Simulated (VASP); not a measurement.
# Ca (I4/mmm) in VASP: single point with r2SCAN

Aim: the single point of Ca with r2SCAN.

Everything below comes from runs of VASP 6.6.1. Logs are shortened: lines on timing, memory, paths and dates and some standing lists are left out, and cuts for length are marked.

## (1) Starting point

Symmetry: I4/mmm, No. 139, tetragonal system. The conventional cell has a = 4.410 Å, b = 4.410 Å, c = 4.392 Å, α = 90.00°, β = 90.00°, γ = 90.00°. Ca (site symmetry 4/mmm) is surrounded by 8 Ca at 3.81 Å.

This isn't the form of Ca at room conditions, which is fcc.

## (2) Single point, r2SCAN

Input file POSCAR:

```
Ca
1.0
   -2.2052049036      2.2052049036      2.1961148100
    2.2052049036     -2.2052049036      2.1961148100
    2.2052049036      2.2052049036     -2.1961148100
Ca
1
Direct
    0.5000000000      0.5000000000      0.0000000000
```

Input file INCAR.step1:

```
ALGO = Normal
EDIFF = 1E-4
ENCUT = 520
GGA = PE
ISMEAR = 0
LASPH = T
LCHARG = F
LREAL = F
LWAVE = T
NBANDS = 11
NELM = 100
PREC = Accurate
SIGMA = 0.1
```

Input file INCAR.step2:

```
ALGO = Normal
EDIFF = 1E-6
ENCUT = 520
ISIF = 2
ISMEAR = 0
ISTART = 1
LASPH = T
LCHARG = F
LMIXTAU = T
LREAL = F
LWAVE = F
METAGGA = R2SCAN
NBANDS = 11
NELM = 100
PREC = Accurate
SIGMA = 0.1
```

Input file KPOINTS:

```
k-points
0
Gamma
  6 6 6
```

Potentials or basis: VASP PAW PBE potentials, release 64 (Ca_sv).

Run with:

```bash
cat potpaw_PBE.64/Ca_sv/POTCAR > POTCAR
cp INCAR.step1 INCAR
mpirun -np 1 vasp_std > vasp.out
cp INCAR.step2 INCAR
mpirun -np 1 vasp_std > vasp.out
```

OUTCAR:

```text
EDIFF = 1E-6
   ENCUT = 520
   ISIF = 2
   ISMEAR = 0
   ISTART = 1
   LASPH = T
   LREAL = F
   METAGGA = R2SCAN
   NELM = 100
   PREC = Accurate

 ion  position               nearest neighbor table
   1  0.500  0.500  0.000-

  LATTYP: Found a body centered tetragonal cell.
 ALAT       =     4.4104098072
 C/A-ratio  =     0.9958778916

  Lattice vectors:

 A1 = (  -2.2052049036,   2.2052049036,   2.1961148100)
 A2 = (   2.2052049036,  -2.2052049036,   2.1961148100)
 A3 = (   2.2052049036,   2.2052049036,  -2.1961148100)

Analysis of symmetry for initial positions (statically):
=====================================================================
 Subroutine PRICEL returns:
 Original cell was already a primitive cell.

 Routine SETGRP: Setting up the symmetry group for a
 body centered tetragonal supercell.

 Subroutine GETGRP returns: Found 16 space group operations
 (whereof 16 operations were pure point group operations)
 out of a pool of 16 trial point group operations.

The static configuration has the point symmetry D_4h.

Analysis of symmetry for dynamics (positions and initial velocities):
=====================================================================
 Subroutine PRICEL returns:
 Original cell was already a primitive cell.

 Routine SETGRP: Setting up the symmetry group for a
 body centered tetragonal supercell.

 Subroutine GETGRP returns: Found 16 space group operations
 (whereof 16 operations were pure point group operations)
 out of a pool of 16 trial point group operations.

The dynamic configuration has the point symmetry D_4h.

 Subroutine INISYM returns: Found 16 space group operations
 (whereof 16 operations are pure point group operations),
 and found     1 'primitive' translations

----------------------------------------------------------------------------------------

                                     Primitive cell

  volume of cell :      42.7182

  direct lattice vectors                    reciprocal lattice vectors
    -2.205204904  2.205204904  2.196114810     0.000000000  0.226736300  0.227674800
     2.205204904 -2.205204904  2.196114810     0.226736300  0.000000000  0.227674800
     2.205204904  2.205204904 -2.196114810     0.226736300  0.226736300  0.000000000

  length of vectors
     3.814285987  3.814285987  3.814285987     0.321317855  0.321317855  0.320653550

  position of ions in fractional coordinates (direct lattice)
     0.500000000  0.500000000  0.000000000

  ion indices of the primitive-cell ions
   primitive index   ion index
                 1           1

----------------------------------------------------------------------------------------

 KPOINTS: k-points

Automatic generation of k-mesh.
 Grid dimensions read from file:
 generate k-points for:    6    6    6

 Generating k-lattice:

  Cartesian coordinates                     Fractional coordinates (reciprocal lattice)
     0.000000000  0.037789383  0.037945800     0.166666667 -0.000000000  0.000000000
     0.037789383  0.000000000  0.037945800    -0.000000000  0.166666667  0.000000000
     0.037789383  0.037789383  0.000000000     0.000000000  0.000000000  0.166666667

  Length of vectors
     0.053552976  0.053552976  0.053442258

  Shift w.r.t. Gamma in fractional coordinates (k-lattice)
     0.000000000  0.000000000  0.000000000

 Subroutine IBZKPT returns following result:
 ===========================================

 Found     30 irreducible k-points:

 Following reciprocal coordinates:
            Coordinates               Weight
  0.000000  0.000000  0.000000      1.000000
  0.166667  0.000000  0.000000      8.000000
  0.333333  0.000000 -0.000000      8.000000
  0.500000  0.000000 -0.000000      4.000000
  0.166667  0.166667  0.000000      8.000000
  0.333333  0.166667  0.000000     16.000000
[... 16 lines left out ...]
 -0.333333 -0.333333  0.166667      8.000000
 -0.166667 -0.333333  0.166667      8.000000
 [... further k-points ...]
   k-points           NKPTS =     30   k-points in BZ     NKDIM =     30   number of bands    NBANDS=     11
   number of dos      NEDOS =    301   number of ions     NIONS =      1
   total plane-waves  NPLWV =  21952
   dimension x,y,z NGX =    28 NGY =   28 NGZ =   28
   dimension x,y,z NGXF=    56 NGYF=   56 NGZF=   56
   ions per type =               1
   NGX,Y,Z   is equivalent  to a cutoff of  12.20, 12.20, 12.20 a.u.
   NGXF,Y,Z  is equivalent  to a cutoff of  24.41, 24.41, 24.41 a.u.
 SYSTEM =  unknown system
   PREC   = accura    normal or accurate (medium, high low for compatibility)
   ISTART =      1    job   : 0-new  1-cont  2-samecut
   ICHARG =      0    charge: 1-file 2-atom 10-const
   ISPIN  =      1    spin polarized calculation?
   LNONCOLLINEAR =      F non collinear calculations
   LSORBIT =      F    spin-orbit coupling
   LASPH  =      T    aspherical Exc in radial PAW
   ENCUT  =  520.0 eV  38.22 Ry    6.18 a.u.   7.09  7.09  7.09*2*pi/ulx,y,z
   NELM   =    100;   NELMIN=  2; NELMDL=  0     # of ELM steps
   EDIFF  = 0.1E-05   stopping-criterion for ELM
   LREAL  =      F    real-space projection
   EDIFFG = 0.1E-04   stopping-criterion for IOM
   NSW    =      0    number of steps for IOM
   IBRION =     -1    ionic relax: 0-MD 1-quasi-New 2-CG
   NFREE  =      0    steps in history (QN), initial steepest desc. (CG)
   ISIF   =      2    stress and relaxation
   ISYM   =      2    0-nonsym 1-usesym 2-fastsym
   POTIM  = 0.5000    time-step for ionic-motion
   TEBEG  =    0.0;   TEEND  =   0.0 temperature during run
   PSTRESS=    0.0 pullay stress
   NELECT =      10.0000    total number of electrons
   NUPDOWN=      -1.0000    fix difference up-down
   EMIN   =  10.00;   EMAX   =-10.00  energy-range for DOS
   EFERMI =   0.00;   METHOD = LEGACY
   ISMEAR =     0;   SIGMA  =   0.10  broadening in eV -4-tet -1-fermi 0-gaus
   EFERMI_NEDOS =   21; number of points for ismear=-14 and -15
   IALGO  =     38    algorithm
   IMIX   =      4    mixing-type and parameters
     AMIX     =   0.40;   BMIX     =  1.00
     AMIX_MAG =   1.60;   BMIX_MAG =  1.00
  volume/ion in A,a.u.               =      42.72       288.28
  Fermi-wavevector in a.u.,A,eV,Ry     =   1.008952  1.906643 13.850516  1.017984
  Thomas-Fermi vector in A             =   2.141851
   LORBIT       =      0    0 simple, 1 ext, 2 COOP (PROOUT), +10 PAW based schemes
   METAGGA = R2SCAN    functional components
   LHFCALC =     F    Hartree Fock is set to
   AEXX    =    0.0000 exact exchange contribution
   IVDW    =     0    specifies the selected vdW correction
   LEPSILON=     F    determine dielectric tensor
   LRPA    =     F    only Hartree local field effects (RPA)
 non-spin polarized calculation
 Gauss-broadening in eV      SIGMA  =   0.10
  energy-cutoff  :      520.00
  volume of cell :       42.72
 maximum number of plane-waves:      1160
   NGX = 15   NGY = 15   NGZ = 15

 number of electron      10.0000001 magnetization

 Free energy of the ion-electron system (eV)
  ---------------------------------------------------
  ext. energy  EPLUGINS =         0.00000000
  ---------------------------------------------------
  free energy    TOTEN  =        -7.01695015 eV

  energy without entropy =       -7.00731072  energy(sigma->0) =       -7.01213044

 E-fermi :   2.0128     XC(G=0):  -8.1796

 val. band max:        1.9816426818   @ k =   0.3333   0.3333   0.1667
 cond. band min:       2.0290818283   @ k =   0.5000   0.5000   0.3333
 fundamental gap:      0.0474391465
 Fermi energy:         2.0127610759

 k-point     1 :       0.0000    0.0000    0.0000
  band No.  band energies     occupation
      1     -41.8760      2.00000
      2     -21.9030      2.00000
      3     -21.9024      2.00000
      4     -21.9023      2.00000
      5      -2.3113      2.00000
      6       4.6258      0.00000
      7       4.6452      0.00000
      8       4.6452      0.00000
      9       5.7083      0.00000
     10       5.7325      0.00000
     11      12.6895      0.00000

 k-point     2 :       0.1667    0.0000    0.0000
  band No.  band energies     occupation
      1     -41.8723      2.00000
      2     -21.9386      2.00000
      3     -21.9142      2.00000
      4     -21.9027      2.00000
      5      -1.7929      2.00000
      6       4.3117      0.00000
      7       4.3293      0.00000
      8       5.0182      0.00000
      9       5.5094      0.00000
     10       5.7320      0.00000
     11      11.6878      0.00000

 k-point     3 :       0.3333    0.0000   -0.0000
  band No.  band energies     occupation
      1     -41.8649      2.00000
      2     -22.0093      2.00000
      3     -21.9378      2.00000
      4     -21.9027      2.00000
      5      -0.3850      2.00000
      6       3.1287      0.00000
      7       3.8116      0.00000
      8       5.6243      0.00000
      9       5.8719      0.00000
     10       6.0179      0.00000
     11       9.0268      0.00000

 k-point     4 :       0.5000    0.0000   -0.0000
  band No.  band energies     occupation
      1     -41.8612      2.00000
      2     -22.0440      2.00000
      3     -21.9494      2.00000
      4     -21.9028      2.00000
      5       1.1417      2.00000
      6       1.8570      1.97237
      7       3.5865      0.00000
      8       5.6426      0.00000
      9       6.0165      0.00000
     10       6.7889      0.00000
     11       7.8616      0.00000
[... 239 lines left out ...]
 k-point    22 :      -0.1667    0.5000    0.1667
  band No.  band energies     occupation
      1     -41.8584      2.00000
      2     -22.0339      2.00000
      3     -21.9631      2.00000
      4     -21.9283      2.00000
      5       1.5972      2.00000
      6       1.9004      1.88788
      7       3.9342      0.00000
      8       4.8534      0.00000
      9       6.1248      0.00000
     10       6.7301      0.00000
     11       7.7504      0.00000

 k-point    23 :      -0.3333   -0.3333    0.1667
  band No.  band energies     occupation
      1     -41.8570      2.00000
      2     -22.0165      2.00000
      3     -21.9847      2.00000
      4     -21.9388      2.00000
      5       1.4599      2.00000
      6       2.5202      0.00000
      7       3.6023      0.00000
      8       5.2043      0.00000
      9       5.7642      0.00000
     10       6.8380      0.00000
     11       7.8918      0.00000

 k-point    24 :      -0.1667   -0.3333    0.1667
  band No.  band energies     occupation
      1     -41.8618      2.00000
      2     -22.0031      2.00000
      3     -21.9509      2.00000
      4     -21.9297      2.00000
      5       0.0521      2.00000
      6       3.1887      0.00000
      7       4.1123      0.00000
      8       4.8213      0.00000
      9       5.9289      0.00000
     10       5.9842      0.00000
     11       9.1415      0.00000

 [... further k-points ...]

------------------------ aborting loop because EDIFF is reached ----------------------------------------

  FORCE on cell =-STRESS in cart. coord.  units (eV):
  Direction    XX          YY          ZZ          XY          YZ          ZX
  --------------------------------------------------------------------------------------
  -------------------------------------------------------------------------------------
  Total        0.0984968      0.0984968      0.1050709      0.0000000     -0.0000000      0.0000000
  in kB        3.6941955      3.6941955      3.9407597      0.0000000     -0.0000000      0.0000000
  external PRESSURE =       3.7763836 kB  Pullay stress =       0.0000000 kB

 VOLUME and BASIS-vectors are now :
 -----------------------------------------------------------------------------
  energy-cutoff  :      520.00
  volume of cell :       42.72
      direct lattice vectors                 reciprocal lattice vectors
    -2.205204904  2.205204904  2.196114810     0.000000000  0.226736300  0.227674800
     2.205204904 -2.205204904  2.196114810     0.226736300  0.000000000  0.227674800
     2.205204904  2.205204904 -2.196114810     0.226736300  0.226736300  0.000000000

 POSITION                                       TOTAL-FORCE (eV/Angst)
 -----------------------------------------------------------------------------------
      0.00000      0.00000      2.19611        -0.000000      0.000000      0.000000
 -----------------------------------------------------------------------------------
    total drift:                                0.000000     -0.000000      0.000000

  FREE ENERGIE OF THE ION-ELECTRON SYSTEM (eV)
  ---------------------------------------------------
  free  energy   TOTEN  =        -7.0169501490 eV

  energy  without entropy=       -7.0073107223  energy(sigma->0) =       -7.01213044
```

It took 30 s on 1 thread of Intel Xeon Platinum 8488C (Sapphire Rapids), shared host; peak memory 0.17 GiB.

Results:

```yaml
Free_energy: -7.0170 eV
Pressure: 0.4 GPa
Band_gap_on_the_k_mesh: none (metal or under the smearing width)
```

Caveat: the PAW data sets were made with another functional, which shifts forces and pressure a little.
